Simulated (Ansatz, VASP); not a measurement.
## LiH in two plane-wave programs

One calculation is typed for both programs; each brings its own data sets and cutoff. How far apart do they land? The cell is taken from a series of VASP runs on this material, whose earlier steps may have relaxed, scaled or displaced it; both programs get it as it stands.

Program: Ansatz 0.2.0. Level of theory: plane waves, with VASP 6.6.1 beside it; relaxation of cell and atoms at r2SCAN with rVV10. Results are calculated unless marked as measured.

### 1. The structure

Symmetry: Fm-3m, No. 225, cubic system. Conventional cell: a = 3.989 Å, b = 3.989 Å, c = 3.989 Å, α = 90.00°, β = 90.00°, γ = 90.00°. Li has 6 H at 1.99 Å nearest. Nearest to H lie 6 Li at 1.99 Å. Farther neighbours are not listed.

Structure file:

```cif
data_structure
_symmetry_space_group_name_H-M 'Fm-3m'
_symmetry_Int_Tables_number 225
_cell_length_a 3.9886
_cell_length_b 3.9886
_cell_length_c 3.9886
_cell_angle_alpha 90.000
_cell_angle_beta 90.000
_cell_angle_gamma 90.000
_cell_volume 63.46
loop_
_atom_site_label
_atom_site_type_symbol
_atom_site_symmetry_multiplicity
_atom_site_Wyckoff_symbol
_atom_site_fract_x
_atom_site_fract_y
_atom_site_fract_z
_atom_site_occupancy
Li1 Li 4 a 0.00000 0.00000 0.00000 1
H1 H 4 b 0.50000 0.00000 0.00000 1
```

### 2. VASP: relaxation of cell and atoms, r2SCAN with rVV10

The relaxed volume is the usual yardstick between codes: its relative difference is about their pressure difference at one cell divided by the bulk modulus.

Lines of VASP's logs that name or quote its potential files are left out, and so is its time.

The input, INCAR:

```
SYSTEM = LiH
PREC = Accurate
ENCUT = 650
EDIFF = 1E-06
NELM = 100
ISMEAR = 0
SIGMA = 0.03
LREAL = .FALSE.
ALGO = Normal
METAGGA = R2SCAN
LUSE_VDW = .TRUE.
IVDW_NL = 2
BPARAM = 11.95
CPARAM = 0.0093
LASPH = .TRUE.
NBANDS = 8
LORBIT = 11
LWAVE = .FALSE.
LCHARG = .FALSE.
KPAR = 4
IBRION = 2
NSW = 50
ISIF = 3
EDIFFG = -0.006
```

The input, POSCAR:

```
LiH
1.0
    0.0000000000      1.9943189827      1.9943189827
    1.9943189827      0.0000000000      1.9943189827
    1.9943189827      1.9943189827      0.0000000000
Li H
1 1
Direct
    0.0000000000      0.0000000000      0.0000000000
    0.5000000000      0.5000000000      0.5000000000
```

The input, KPOINTS:

```
Automatic mesh
0
Gamma
10 10 10
0 0 0
```

Potentials, in the order of the species: Li_sv and H (PBE family, release 64).

Started as:

```sh
> mpirun -np 4 vasp_std
```

Numbers of over 12 decimals in the logs are rounded to 6 here.

Output:

```text
[banner, memory and clock lines left out]
running    4 mpi-ranks, on    1 nodes
 distrk:  each k-point on    1 cores,    4 groups
 distr:  one band on    1 cores,    1 groups

 POSCAR found type information on POSCAR LiH
 POSCAR found :  2 types and       2 ions
|                                                                             |
|               ----> ADVICE to this user running VASP <----                  |
|                                                                             |
|     You have switched on vdW-DFT.                                           |
|     This routine was written and supplied by Jiri Klimes. We recommend      |
|     that you carefully read and cite the following publications:            |
|       J. Klimes, D.R. Bowler, A. Michelides                                 |
|          J. Phys.: Cond Matt. 22 022201 (2010)                              |
|       J. Klimes, D.R. Bowler, A. Michelides                                 |
|          Phys. Rev. B. 83, 195131 (2011)                                    |
|     and references therein.                                                 |
|                                                                             |

|                                                                             |
|               ----> ADVICE to this user running VASP <----                  |
|                                                                             |
|     You enforced a specific xc type in the INCAR file but a different       |
|     [... a line on the potential file left out ...]
|     I HOPE YOU KNOW WHAT YOU ARE DOING!                                     |
|                                                                             |

 LDA part: xc-table for (None), standard interpolation
 POSCAR, INCAR and KPOINTS ok, starting setup
 FFT: planning ... GRIDC
 FFT: planning ... GRID_SOFT
 FFT: planning ... GRID
 WAVECAR not read
 entering main loop
       N       E                     dE             d eps       ncg     rms          rms(c)
Total rVV10 correction in eV:      0.0926943     4.0000000
Total rVV10 correction in eV:      0.0926943     4.0000000
Total rVV10 correction in eV:      0.0926943     4.0000000
Total rVV10 correction in eV:      0.0926943     4.0000000
DAV:   1    -0.186115716602E+01   -0.18612E+01   -0.16843E+03   768   0.528E+02
DAV:   2    -0.724424835037E+01   -0.53831E+01   -0.53831E+01  1096   0.581E+01
DAV:   3    -0.730797374052E+01   -0.63725E-01   -0.63725E-01   904   0.674E+00
DAV:   4    -0.730885569715E+01   -0.88196E-03   -0.88196E-03  1200   0.512E-01
DAV:   5    -0.730885617253E+01   -0.47538E-06   -0.47538E-06  1000   0.112E-02    0.273E+00
Total rVV10 correction in eV:      0.0976278     3.9999997
Total rVV10 correction in eV:      0.0976278     3.9999997
Total rVV10 correction in eV:      0.0976278     3.9999997
Total rVV10 correction in eV:      0.0976278     3.9999997
DAV:   6    -0.677653869920E+01    0.53232E+00   -0.17258E-01  1040   0.314E+00    0.160E+00
Total rVV10 correction in eV:      0.1067003     3.9999997
Total rVV10 correction in eV:      0.1067003     3.9999997
Total rVV10 correction in eV:      0.1067003     3.9999997
Total rVV10 correction in eV:      0.1067003     3.9999997
DAV:   7    -0.671299315864E+01    0.63546E-01   -0.20236E-01   752   0.231E+00    0.280E-01
Total rVV10 correction in eV:      0.1055932     3.9999997
Total rVV10 correction in eV:      0.1055932     3.9999997
Total rVV10 correction in eV:      0.1055932     3.9999997
Total rVV10 correction in eV:      0.1055932     3.9999997
DAV:   8    -0.671341056260E+01   -0.41740E-03   -0.63153E-03   880   0.631E-01    0.115E-01
Total rVV10 correction in eV:      0.1063582     3.9999997
Total rVV10 correction in eV:      0.1063582     3.9999997
Total rVV10 correction in eV:      0.1063582     3.9999997
Total rVV10 correction in eV:      0.1063582     3.9999997
DAV:   9    -0.671380372999E+01   -0.39317E-03   -0.11041E-03   992   0.276E-01    0.240E-02
Total rVV10 correction in eV:      0.1062002     3.9999997
Total rVV10 correction in eV:      0.1062002     3.9999997
Total rVV10 correction in eV:      0.1062002     3.9999997
Total rVV10 correction in eV:      0.1062002     3.9999997
DAV:  10    -0.671379066213E+01    0.13068E-04   -0.56668E-05   864   0.623E-02    0.410E-03
Total rVV10 correction in eV:      0.1062134     3.9999997
Total rVV10 correction in eV:      0.1062134     3.9999997
Total rVV10 correction in eV:      0.1062134     3.9999997
Total rVV10 correction in eV:      0.1062134     3.9999997
DAV:  11    -0.671378770525E+01    0.29569E-05   -0.18970E-06  1112   0.149E-02    0.848E-04
Total rVV10 correction in eV:      0.1062111     3.9999997
Total rVV10 correction in eV:      0.1062111     3.9999997
Total rVV10 correction in eV:      0.1062111     3.9999997
Total rVV10 correction in eV:      0.1062111     3.9999997
DAV:  12    -0.671378656281E+01    0.11424E-05   -0.10506E-07   640   0.274E-03    0.387E-04
Total rVV10 correction in eV:      0.1062111     3.9999997
Total rVV10 correction in eV:      0.1062111     3.9999997
Total rVV10 correction in eV:      0.1062111     3.9999997
Total rVV10 correction in eV:      0.1062111     3.9999997
DAV:  13    -0.671378671752E+01   -0.15471E-06   -0.82436E-09   528   0.819E-04
Total rVV10 correction in eV:      0.1062110     3.9999997
Total rVV10 correction in eV:      0.1062110     3.9999997
Total rVV10 correction in eV:      0.1062110     3.9999997
Total rVV10 correction in eV:      0.1062110     3.9999997
   1 F= -.67137867E+01 E0= -.67137867E+01  d E =-.671379E+01
 curvature:   0.00 expect dE= 0.000E+00 dE for cont linesearch  0.000E+00
 trial: gam= 0.00000 g(F)=  0.107E-62 g(S)=  0.111E-04 ort = 0.000E+00 (trialstep = 0.100E+01)
 search vector abs. value=  0.111E-04
 bond charge predicted
       N       E                     dE             d eps       ncg     rms          rms(c)
Total rVV10 correction in eV:      0.1062151     3.9999997
Total rVV10 correction in eV:      0.1062151     3.9999997
Total rVV10 correction in eV:      0.1062151     3.9999997
Total rVV10 correction in eV:      0.1062151     3.9999997
DAV:   1    -0.671379875205E+01   -0.12189E-04   -0.62933E-05   864   0.601E-02    0.159E-02
Total rVV10 correction in eV:      0.1062034     3.9999997
Total rVV10 correction in eV:      0.1062034     3.9999997
Total rVV10 correction in eV:      0.1062034     3.9999997
Total rVV10 correction in eV:      0.1062034     3.9999997
DAV:   2    -0.671379427978E+01    0.44723E-05   -0.40820E-06   832   0.191E-02    0.101E-02
Total rVV10 correction in eV:      0.1061906     3.9999997
Total rVV10 correction in eV:      0.1061906     3.9999997
Total rVV10 correction in eV:      0.1061906     3.9999997
Total rVV10 correction in eV:      0.1061906     3.9999997
DAV:   3    -0.671379545107E+01   -0.11713E-05   -0.59027E-07  1024   0.598E-03    0.803E-04
Total rVV10 correction in eV:      0.1061912     3.9999997
Total rVV10 correction in eV:      0.1061912     3.9999997
Total rVV10 correction in eV:      0.1061912     3.9999997
Total rVV10 correction in eV:      0.1061912     3.9999997
DAV:   4    -0.671379519777E+01    0.25330E-06   -0.28091E-08   408   0.177E-03
Total rVV10 correction in eV:      0.1061910     3.9999997
Total rVV10 correction in eV:      0.1061910     3.9999997
Total rVV10 correction in eV:      0.1061910     3.9999997
Total rVV10 correction in eV:      0.1061910     3.9999997
   2 F= -.67137952E+01 E0= -.67137952E+01  d E =-.848024E-05
 trial-energy change:   -0.000008  1 .order   -0.000010   -0.000011   -0.000008
 step:   3.8473(harm=  3.8473)  dis= 0.00000  next Energy=    -6.713808 (dE=-0.213E-04)
 reached required accuracy - stopping structural energy minimisation
```

OUTCAR, selected parts (step 2):

```text
ion  position               nearest neighbor table
   1  0.000  0.000  0.000-
   2  0.500  0.500  0.500-

  LATTYP: Found a face centered cubic cell.
 ALAT       =     3.9886379654

 Subroutine GETGRP returns: Found 48 space group operations
 (whereof 48 operations were pure point group operations)

The static configuration has the point symmetry O_h .

 Found     47 irreducible k-points:

   k-points           NKPTS =     47   k-points in BZ     NKDIM =     47   number of bands    NBANDS=      8

   dimension x,y,z NGX =    24 NGY =   24 NGZ =   24
   dimension x,y,z NGXF=    48 NGYF=   48 NGZF=   48

   ENCUT  =  650.0 eV  47.77 Ry    6.91 a.u.   5.86  5.86  5.86*2*pi/ulx,y,z

   NELECT =       4.0000    total number of electrons

 k-points in reciprocal lattice and weights: Automatic mesh
   0.00000000  0.00000000  0.00000000       0.001
   0.10000000  0.00000000  0.00000000       0.008
   0.20000000  0.00000000  0.00000000       0.008
   0.30000000  0.00000000  0.00000000       0.008
   0.40000000  0.00000000  0.00000000       0.008
   0.50000000  0.00000000  0.00000000       0.004
   0.10000000  0.10000000  0.00000000       0.006
   0.20000000  0.10000000  0.00000000       0.024
   0.30000000  0.10000000  0.00000000       0.024
[...]
-0.30000000  0.40000000  0.20000000       0.024
  -0.30000000  0.50000000  0.20000000       0.012

 average (electrostatic) potential at core
       1 -67.5604       2 -35.6688

 E-fermi :   0.0111

 k-point     1 :       0.0000    0.0000    0.0000
  band No.  band energies     occupation
      1     -45.7849      2.00000
      2      -5.6324      2.00000
      3      17.7183      0.00000
      4      19.4301      0.00000
      5      19.4301      0.00000
      6      19.4306      0.00000
      7      23.8690      0.00000
    ...

 k-point     2 :       0.1000    0.0000    0.0000
  band No.  band energies     occupation
      1     -45.7801      2.00000
      2      -5.4504      2.00000
      3      15.9018      0.00000
      4      18.4254      0.00000
      5      18.9722      0.00000
      6      18.9726      0.00000
      7      23.6396      0.00000
    ...

 k-point     3 :       0.2000    0.0000    0.0000
  band No.  band energies     occupation
      1     -45.7682      2.00000
      2      -4.9220      2.00000
      3      12.3182      0.00000
      4      17.0825      0.00000
      5      18.2798      0.00000
      6      18.2802      0.00000
      7      24.6653      0.00000
    ...

  Total       -0.0091587     -0.0091587     -0.0091587      0.0000000     -0.0000000      0.0000000
  in kB       -0.9258085     -0.9258085     -0.9258085      0.0000000     -0.0000000      0.0000000
  external PRESSURE =      -0.9258085 kB  Pullay stress =       0.0000000 kB

  energy-cutoff  :      650.00
  volume of cell :       15.85
      direct lattice vectors                 reciprocal lattice vectors
    -0.000000000  1.993723659  1.993723659    -0.250787012  0.250787012  0.250787012
     1.993723659  0.000000000  1.993723659     0.250787012 -0.250787012  0.250787012
     1.993723659  1.993723659 -0.000000000     0.250787012  0.250787012 -0.250787012

 POSITION                                       TOTAL-FORCE (eV/Angst)
 -----------------------------------------------------------------------------------
      1.99372      0.00000      1.99372         0.000000      0.000000     -0.000000
      1.99372      1.99372      1.99372        -0.000000     -0.000000      0.000000
 -----------------------------------------------------------------------------------
    total drift:                                0.000000     -0.000000      0.000000

  FREE ENERGIE OF THE ION-ELECTRON SYSTEM (eV)
  ---------------------------------------------------
  free  energy   TOTEN  =        -6.7137951978 eV

  energy  without entropy=       -6.7137951978  energy(sigma->0) =       -6.71379520

 reached required accuracy - stopping structural energy minimisation

 total charge
# of ion       s       p       d       tot
------------------------------------------
    1        2.018   0.019   0.000   2.037
    2        0.556   0.002   0.000   0.558
--------------------------------------------------
tot          2.574   0.021   0.000   2.595

[... 3 further parts left out ...]
```

CONTCAR:

```
LiH
   1.00000000000000
    -0.0000000000000000    1.9937236587010390    1.9937236587010390
     1.9937236587010390    0.0000000000000000    1.9937236587010390
     1.9937236587010390    1.9937236587010390   -0.0000000000000000
  Li              H
     1     1
Direct
     0.0000000000000000    1.0000000000000000    0.0000000000000000
     0.5000000000000000    0.5000000000000000    0.5000000000000000
```

(Part 1 of 2 ends here.)

[Lines on the potential files, build, host, timing and source positions are cut from VASP's logs without a mark.]

[Logs are printed without paths, hosts, clocks, repeated set-up lines and the standing remarks that a program may print on its own settings, such as how far it seeks lower states.]

[Hosts, paths, dates, database ids (printed as entryN), source tags and the programs' standing remarks are cut or masked in the printed files.]
